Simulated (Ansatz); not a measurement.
# Sb (P6_3/mmc) in Ansatz: settings compared

Aim: see how the results for Sb move with the level of theory and the settings. Levels: PBEsol, LDA. Tasks: band structure, single point, equation of state.

Program: Ansatz 0.2.0. These are calculated values, not measurements. Logs are shortened: lines on timing, memory, paths and dates and some standing lists are left out, and cuts for length are marked.

## 1. The crystal as given

The structure is hexagonal, space group P6_3/mmc (No. 194). The conventional cell has a = 3.355 Å, b = 3.355 Å, c = 5.470 Å, α = 90.00°, β = 90.00°, γ = 120.00°. Sb (site symmetry -6m2) is surrounded by 12 Sb at 3.35 Å.

This isn't the form of Sb at room conditions, which is rhombohedral.

## 2. Band structure, PBEsol, 26.64 Å³/atom

File input.yaml:

```yaml
crystal:
  lattice:
    - [3.3545324186, -0.0670906484, 0.0]
    - [-1.7353684151, 2.9386556165, 0.0]
    - [0.0, 0.0, 5.47016065]
  atoms:
    - { symbol: Sb, position: [0.6666666667, 0.3333333333, 0.75] }
    - { symbol: Sb, position: [0.3333333333, 0.6666666667, 0.25] }
hamiltonian:
  xc: pbesol
  pseudopotentials: { kind: paw }
kpoints:
  mp_grid: { grid: [8, 8, 4] }
  band_path:
    path:
      - [[0.0, 0.0, 0.0], [-0.5, 0.5, 0.0], [-0.6661329064, 0.3215055822, 0.0], [-0.5, 0.0, 0.0], [-0.5, 0.0, -0.5], [-0.3338670936, -0.3215055822, -0.5], [0.0, -0.5, -0.5], [0.0, -0.5, 0.0], [-0.3338670936, -0.3215055822, 0.0]]
      - [[-0.6661329064, 0.3215055822, -0.5], [-0.5, 0.5, -0.5], [0.0, 0.0, -0.5]]
      - [[-0.5, 0.5, 0.0], [-0.5, 0.5, -0.5]]
    npoints: 14
scf:
  occupations: { method: fermi_dirac, width: 0.05 }
  n_extra_bands: 6
output:
  forces: true
  stress: true
  eigenvalues: true
  fatbands: true
```

Potentials or basis: Ansatz PAW.

Run with:

```sh
$ ansatz run input.yaml --threads 2 --pin off --max-ram 5632MiB --backend cpu --events-out ev --progress --plain --runs-dir out
```

Output:

```text
Warning: RAYON_NUM_THREADS=2 ignored (pool sized by the plan → 2); use --threads N
scf.n_extra_bands = 6 over 15 filled bands (N_el = 30.0): the run solves 21 bands
Engine: ansatz 0.2.0, aarch64-unknown-linux-gnu
Pseudopotentials: kind: paw
Pseudopotential: Sb, paw, valence charge 15, recommended cutoff 420 eV (normal), Sb.paw.azcp
Functional definition: PBEsol
  exchange = pbesol_x
  correlation = pbesol_c
Crystal: 2 atoms, lattice volume = 53.287 Å³
Basis set: ecut = 420 eV, 1055 PW (Γ), exchange–correlation on 48×48×80 points (8 copies of the dense FFT grid, shifted against one another)
Bands: 21, of which v1, the nominal top of the filled ones, is band 15 counted from 1 (14 counted from 0)
Symmetry: 4 space group operations
Space group: P21/m (ITA 11), of the structure as read, at distance tolerance 3.8e-5 Å
k-points: 102 of 256
Non-local potential: Sb, projectors of the file, l = 0: 2, l = 1: 2, l = 2: 2, l = 3: 2
PAW form: soft (Blöchl's): semilocal exchange-correlation on the pseudo side does not see the compensation charge
PAW frozen core: Sb, regenerated for the run's functional, and the local potential with it (the file was generated under x = pbe(κ = 0.804, μ = 0.2195149727645171), c = pbe(β = 0.06672455060314922))
PAW one-centre angular grid: Sb, 590 points (default); XC on 64 Gauss nodes
Initial density: superposition of atomic densities (neutral atoms: chi_scale 0, normalization atom), corrected by the library's trained network
Initial wavefunctions: pseudopotential atomic-orbital guess
Functional: x = pbesol(κ = 0.804, μ = 0.12345679012345678), c = pbesol(β = 0.046)
SCF iter   1: F=—  HF=-12815.695039 eV  |F-HF|=—  |Δ(HF+E_count)|=         —  Δρ=2.58e-3  dr2=2.01e-3  ethr=1.77e-3  ⟨swp⟩=6.8  Hψ=11089  notcnv=0  defer=2
preconditioner: auto → Kerker (q_TF=auto, 2.479 Å⁻¹)  [metal: Δε(μ)=0.022 eV  Ē_g=10.337 eV  σ=0.050 eV  W_gap=0.11  n_scr=18 (ndim 8)  ℏωp=16.1 eV  f_vac=0.000  D(μ)=2.00/eV (n_scr^D=22)]
SCF iter   2: F=—  HF=-12815.692677 eV  |F-HF|=—  |Δ(HF+E_count)|=   2.36e-3  Δρ=1.70e-3  dr2=9.51e-4  ethr=6.71e-6  ⟨swp⟩=2.5  Hψ=4100  notcnv=0  defer=27
SCF iter   3: F=—  HF=-12815.692549 eV  |F-HF|=—  |Δ(HF+E_count)|=   1.29e-4  Δρ=8.42e-4  dr2=1.91e-4  ethr=3.17e-6  ⟨swp⟩=2.0  Hψ=3573  notcnv=0  defer=27
SCF iter   4: F=—  HF=-12815.692403 eV  |F-HF|=—  |Δ(HF+E_count)|=   1.46e-4  Δρ=2.27e-4  dr2=1.63e-5  ethr=6.36e-7  ⟨swp⟩=2.0  Hψ=3552  notcnv=0  defer=27
SCF iter   5: F=—  HF=-12815.692396 eV  |F-HF|=—  |Δ(HF+E_count)|=   6.33e-6  Δρ=6.86e-5  dr2=1.87e-6  ethr=5.45e-8  ⟨swp⟩=2.1  Hψ=3586  notcnv=0  defer=27
SCF iter   6: F=—  HF=-12815.692396 eV  |F-HF|=—  |Δ(HF+E_count)|=   8.99e-7  Δρ=2.23e-5  dr2=1.96e-7  ethr=6.22e-9  ⟨swp⟩=2.8  Hψ=3758  notcnv=0  defer=27
SCF iter   7: F=-12815.692395 eV  HF=-12815.692395 eV  |F-HF|=1.72e-8  |Δ(HF+E_count)|=   1.06e-7  Δρ=6.13e-6  dr2=1.48e-8  ethr=3.33e-10  ⟨swp⟩=7.3  Hψ=8667  notcnv=0
SCF 1 converged in 7 iterations: F = -12815.692395 eV  dr2 = 1.48e-8
NSCF: frozen V_eff on 157 k-points
SCF converged after 7 iterations
Free energy (F): -12815.692395 eV
Harris-Foulkes:  -12815.692395 eV  (|F-HF|=1.72e-8)
Internal energy: -12815.676234 eV  (E = F + TS)
E sigma→0 (E₀):  -12815.684314 eV
Entropy (-TS):   -0.016162 eV (-8.081 meV/atom)
Fermi energy:    11.643444 eV
--- Per-component energies (eV) ---
  E_band       = -286.513901
  E_kinetic    = 414.317441
  E_local      = -2854.667760  (includes V_loc(G=0)·N_el)
  E_nonlocal   = 726.664120
  E_hartree    = 1302.759041
  E_xc         = -275.466772
  E_vxc        = -193.794190  (∫ρ·V_xc dr)
  E_paw        = -8997.319371  (= ΣΔE_a)
  E_vpaw       = -984.542917  (= ΣTr[D̂ρ^β])
  E_aug_tail   = -0.000004  (compensation charges beyond the density's cutoff)
  E_ewald      = -3132.626641
  E_core_change = 0.663714  (= ΣΔE_core)
  E_smearing   = -0.016162  (= −TS)
  E_closure    = -0.000000  (closes the sum)
  Σ components = -12815.692395   (vs F -12815.692395, Δ=0.00e0)
--- Forces (eV/Å), atoms counted from 1 ---
  atom   1  Sb    -0.03810747     0.00048380     0.00000000
  atom   2  Sb     0.03810747    -0.00048380    -0.00000000
  max |Σ_I F_I| component: 6.94e-18 eV/Å
--- Stress (GPa, compression-positive) ---
       -0.951765      -0.557710      -0.000000
       -0.557710      -2.402716      -0.000000
       -0.000000      -0.000000       0.034595
  P = ⅓ Tr σ = -1.1066 GPa (-11.066 kbar)
--- Band table (eV; the first three rows and the last of 102) ---
  k-point 0: bands = ["-17.5371", "-17.5341", "-17.5240", "-17.5201", "-17.5123", "-17.5117", "-17.5038", "-17.5022", "-17.4515", "-17.4503", "-1.3277", "2.5034", "5.8188", "15.0401", "15.5392", "16.6494", "17.1826", "17.1940", "19.6051", "20.8155", "21.6910"]
  k-point 1: bands = ["-17.5397", "-17.5356", "-17.5243", "-17.5234", "-17.5170", "-17.5149", "-17.4909", "-17.4892", "-17.4566", "-17.4553", "-1.0145", "1.3591", "7.5939", "14.6507", "15.2733", "15.7712", "16.4318", "16.9593", "19.7991", "21.2008", "21.2297"]
  k-point 2: bands = ["-17.5394", "-17.5394", "-17.5240", "-17.5240", "-17.5190", "-17.5190", "-17.4713", "-17.4713", "-17.4696", "-17.4696", "-0.0878", "-0.0878", "10.8898", "10.8898", "15.8483", "15.8483", "16.3551", "16.3551", "20.4316", "20.4316", "21.3134"]
  k-point 101: bands = ["-17.5559", "-17.5559", "-17.5238", "-17.5238", "-17.4861", "-17.4861", "-17.4509", "-17.4509", "-17.4441", "-17.4441", "2.9756", "2.9756", "6.2662", "6.2662", "13.4937", "13.4937", "13.7449", "13.7449", "17.8319", "17.8319", "18.2295"]
```

Wall time 6.2 s (2 threads of Arm Neoverse V1, shared host); peak memory 0.37 GiB.

Results:

* Free energy: -12815.6924 eV
* Pressure: -1.1 GPa
* Largest force: 0.038 eV/Å
* Band gap on the k mesh: none (metal or under the smearing width)

Caveat: spin-orbit coupling is left out, which moves the levels of the heavy elements; the PAW data sets come from PBE, with cores solved anew for the run's functional, which leaves a small shift of forces and pressure.

## 3. Band structure, PBEsol, 26.65 Å³/atom

File input.yaml:

```yaml
crystal:
  lattice:
    - [3.3545324186, -0.0335453242, 0.0]
    - [-1.7063173122, 2.9218829544, 0.0]
    - [0.0, 0.0, 5.47016065]
  atoms:
    - { symbol: Sb, position: [0.6666666667, 0.3333333333, 0.75] }
    - { symbol: Sb, position: [0.3333333333, 0.6666666667, 0.25] }
hamiltonian:
  xc: pbesol
  pseudopotentials: { kind: paw }
kpoints:
  mp_grid: { grid: [8, 8, 4] }
  band_path:
    path:
      - [[0.0, 0.0, 0.0], [-0.5, 0.5, 0.0], [-0.6665333067, 0.3274914183, 0.0], [-0.5, 0.0, 0.0], [-0.5, 0.0, -0.5], [-0.3334666933, -0.3274914183, -0.5], [0.0, -0.5, -0.5], [0.0, -0.5, 0.0], [-0.3334666933, -0.3274914183, 0.0]]
      - [[-0.6665333067, 0.3274914183, -0.5], [-0.5, 0.5, -0.5], [0.0, 0.0, -0.5]]
      - [[-0.5, 0.5, 0.0], [-0.5, 0.5, -0.5]]
    npoints: 14
scf:
  occupations: { method: fermi_dirac, width: 0.05 }
  n_extra_bands: 6
output:
  forces: true
  stress: true
  eigenvalues: true
  fatbands: false
```

Potentials or basis: Ansatz PAW.

Run with:

```sh
$ ansatz run input.yaml --threads 2 --pin off --max-ram 5632MiB --backend cpu --events-out ev --progress --plain --runs-dir out
```

Run time: 5.1 s. Hardware: 2 threads of Arm Neoverse V1, shared host; peak memory 0.37 GiB.

Results (log left out):

```
Free energy            : -12815.6910 eV
Pressure               : -1.2 GPa
Largest force          : 0.013 eV/Å
Band gap on the k mesh : none (metal or under the smearing width)
```

Caveat: spin-orbit coupling is left out, which moves the levels of the heavy elements; the PAW data sets come from PBE, with cores solved anew for the run's functional, which leaves a small shift of forces and pressure.

## 4. Single point, LDA, 25.05 Å³/atom (volume scaled by 0.94)

File input.yaml:

```yaml
crystal:
  lattice:
    - [3.2860533585, 0.0, 0.0]
    - [-1.6430266792, 2.8458056866, 0.0]
    - [0.0, 0.0, 5.3584933852]
  atoms:
    - { symbol: Sb, position: [0.6666666667, 0.3333333333, 0.75] }
    - { symbol: Sb, position: [0.3333333333, 0.6666666667, 0.25] }
hamiltonian:
  xc: lda
  pseudopotentials: { kind: paw }
kpoints:
  mp_grid: { grid: [9, 9, 5] }
scf:
  occupations: { method: fermi_dirac, width: 0.05 }
output:
  forces: true
  stress: true
  eigenvalues: true
  write_density: true
  write_potential: true
  elf: true
  volumetric_format: npy
```

Run with:

```sh
$ ansatz run input.yaml --threads 2 --pin off --max-ram 5632MiB --backend cpu --events-out ev --progress --plain --runs-dir out
```

It took 2.1 s on 2 threads of Arm Neoverse V1, shared host; peak memory 0.31 GiB.

It converged, with:

```yaml
Free_energy: -12671.1568 eV
Pressure: 1.4 GPa
Band_gap_on_the_k_mesh: none (metal or under the smearing width)
```

Caveat: the PAW data sets come from PBE, with cores solved anew for the run's functional, which leaves a small shift of forces and pressure.

## 5. Single point, LDA, 25.59 Å³/atom (volume scaled by 0.96)

input.yaml, as its differences from that of step 4:

```diff
@@ -2,5 +2,5 @@
   lattice:
-    - [3.2860533585, 0.0, 0.0]
-    - [-1.6430266792, 2.8458056866, 0.0]
-    - [0.0, 0.0, 5.3584933852]
+    - [3.3091953418, 0.0, 0.0]
+    - [-1.6545976709, 2.8658472321, 0.0]
+    - [0.0, 0.0, 5.3962304974]
   atoms:
@@ -19,5 +19 @@
   eigenvalues: true
-  write_density: true
-  write_potential: true
-  elf: true
-  volumetric_format: npy
```

Run with:

```sh
$ ansatz run input.yaml --threads 2 --pin off --max-ram 5632MiB --backend cpu --events-out ev --progress --plain --runs-dir out
```

Wall time 2.5 s (2 threads of Arm Neoverse V1, shared host); peak memory 0.31 GiB.

It converged, with:

| Quantity | Value |
| --- | --- |
| Free energy | -12671.1606 eV |
| Pressure | -0.2 GPa |
| Band gap on the k mesh | none (metal or under the smearing width) |

Caveat: the PAW data sets come from PBE, with cores solved anew for the run's functional, which leaves a small shift of forces and pressure.

## 6. Single point, LDA, 26.12 Å³/atom (volume scaled by 0.98)

input.yaml, as its differences from that of step 5:

```diff
@@ -2,5 +2,5 @@
   lattice:
-    - [3.3091953418, 0.0, 0.0]
-    - [-1.6545976709, 2.8658472321, 0.0]
-    - [0.0, 0.0, 5.3962304974]
+    - [3.3320180998, 0.0, 0.0]
+    - [-1.6660090499, 2.8856123203, 0.0]
+    - [0.0, 0.0, 5.4334470562]
   atoms:
```

Potentials or basis: Ansatz PAW.

Run with:

```sh
$ ansatz run input.yaml --threads 2 --pin off --max-ram 5632MiB --backend cpu --events-out ev --progress --plain --runs-dir out
```

Wall time 2.8 s (2 threads of Arm Neoverse V1, shared host); peak memory 0.31 GiB.

It converged, with:

| Quantity | Value |
| --- | --- |
| Free energy | -12671.1550 eV |
| Pressure | -1.5 GPa |
| Band gap on the k mesh | none (metal or under the smearing width) |

Caveat: the PAW data sets come from PBE, with cores solved anew for the run's functional, which leaves a small shift of forces and pressure.

## 7. Single point, LDA, 26.65 Å³/atom

input.yaml, as its differences from that of step 6:

```diff
@@ -2,5 +2,5 @@
   lattice:
-    - [3.3320180998, 0.0, 0.0]
-    - [-1.6660090499, 2.8856123203, 0.0]
-    - [0.0, 0.0, 5.4334470562]
+    - [3.3545324186, 0.0, 0.0]
+    - [-1.6772662093, 2.9051102923, 0.0]
+    - [0.0, 0.0, 5.47016065]
   atoms:
@@ -19 +19,5 @@
   eigenvalues: true
+  write_density: true
+  write_potential: true
+  elf: true
+  volumetric_format: npy
```

Run with:

```sh
$ ansatz run input.yaml --threads 2 --pin off --max-ram 5632MiB --backend cpu --events-out ev --progress --plain --runs-dir out
```

Wall time 2.7 s (2 threads of Arm Neoverse V1, shared host); peak memory 0.32 GiB.

It converged, with:

| Item | Value |
| --- | --- |
| Free energy | -12671.1410 eV |
| Pressure | -2.7 GPa |
| Band gap on the k mesh | none (metal or under the smearing width) |

Caveat: the PAW data sets come from PBE, with cores solved anew for the run's functional, which leaves a small shift of forces and pressure.

## 8. Single point, LDA, 27.19 Å³/atom (volume scaled by 1.02)

input.yaml, as its differences from that of step 7:

```diff
@@ -2,5 +2,5 @@
   lattice:
-    - [3.3545324186, 0.0, 0.0]
-    - [-1.6772662093, 2.9051102923, 0.0]
-    - [0.0, 0.0, 5.47016065]
+    - [3.3767485125, 0.0, 0.0]
+    - [-1.6883742563, 2.924349994, 0.0]
+    - [0.0, 0.0, 5.5063879352]
   atoms:
```

Run with:

```sh
$ ansatz run input.yaml --threads 2 --pin off --max-ram 5632MiB --backend cpu --events-out ev --progress --plain --runs-dir out
```

It took 2.4 s on 2 threads of Arm Neoverse V1, shared host; peak memory 0.31 GiB.

It converged, with:

```
Free energy            : -12671.1193 eV
Pressure               : -3.8 GPa
Band gap on the k mesh : none (metal or under the smearing width)
```

Caveat: the PAW data sets come from PBE, with cores solved anew for the run's functional, which leaves a small shift of forces and pressure.

## 9. Single point, LDA, 27.72 Å³/atom (volume scaled by 1.04)

input.yaml, as its differences from that of step 8:

```diff
@@ -2,5 +2,5 @@
   lattice:
-    - [3.3767485125, 0.0, 0.0]
-    - [-1.6883742563, 2.924349994, 0.0]
-    - [0.0, 0.0, 5.5063879352]
+    - [3.3986760653, 0.0, 0.0]
+    - [-1.6993380327, 2.9433398118, 0.0]
+    - [0.0, 0.0, 5.542144703]
   atoms:
@@ -19,5 +19 @@
   eigenvalues: true
-  write_density: true
-  write_potential: true
-  elf: true
-  volumetric_format: npy
```

Potentials or basis: Ansatz PAW.

Run with:

```sh
$ ansatz run input.yaml --threads 2 --pin off --max-ram 5632MiB --backend cpu --events-out ev --progress --plain --runs-dir out
```

Wall time 1.9 s (2 threads of Arm Neoverse V1, shared host); peak memory 0.31 GiB.

Results (log left out):

```yaml
Free_energy: -12671.0906 eV
Pressure: -4.8 GPa
Band_gap_on_the_k_mesh: none (metal or under the smearing width)
```

Caveat: the PAW data sets come from PBE, with cores solved anew for the run's functional, which leaves a small shift of forces and pressure.

## 10. Single point, LDA, 28.25 Å³/atom (volume scaled by 1.06)

input.yaml, as its differences from that of step 9:

```diff
@@ -2,5 +2,5 @@
   lattice:
-    - [3.3986760653, 0.0, 0.0]
-    - [-1.6993380327, 2.9433398118, 0.0]
-    - [0.0, 0.0, 5.542144703]
+    - [3.4203242672, 0.0, 0.0]
+    - [-1.7101621336, 2.9620877046, 0.0]
+    - [0.0, 0.0, 5.5774459394]
   atoms:
```

Run with:

```sh
$ ansatz run input.yaml --threads 2 --pin off --max-ram 5632MiB --backend cpu --events-out ev --progress --plain --runs-dir out
```

Run time: 2 s. Hardware: 2 threads of Arm Neoverse V1, shared host; peak memory 0.31 GiB.

The run converged. Its results:

* Free energy: -12671.0556 eV
* Pressure: -5.7 GPa
* Band gap on the k mesh: none (metal or under the smearing width)

Caveat: the PAW data sets come from PBE, with cores solved anew for the run's functional, which leaves a small shift of forces and pressure.

## 11. Equation of state, LDA

This step only gathers the single runs of the series.

Results:

```
Equilibrium volume                        : 25.53 Å³/atom
Bulk modulus at fixed shape and positions : 68 GPa
Pressure derivative of the bulk modulus   : 3.8
```

Energy against volume, from the lowest point:
| volume (Å³/atom) | energy (meV/atom) |
| --- | --- |
| 25.055 | 1.94 |
| 25.588 | 0.00 |
| 26.121 | 2.79 |
| 26.654 | 9.79 |
| 27.187 | 20.65 |
| 27.720 | 35.01 |
| 28.253 | 52.51 |

Caveat: the cell was scaled at fixed shape and fractional positions, which overstates the stiffness of a crystal with free parameters, most of all of layers and chains. Spin-orbit coupling is left out, which matters for the levels of Sb.
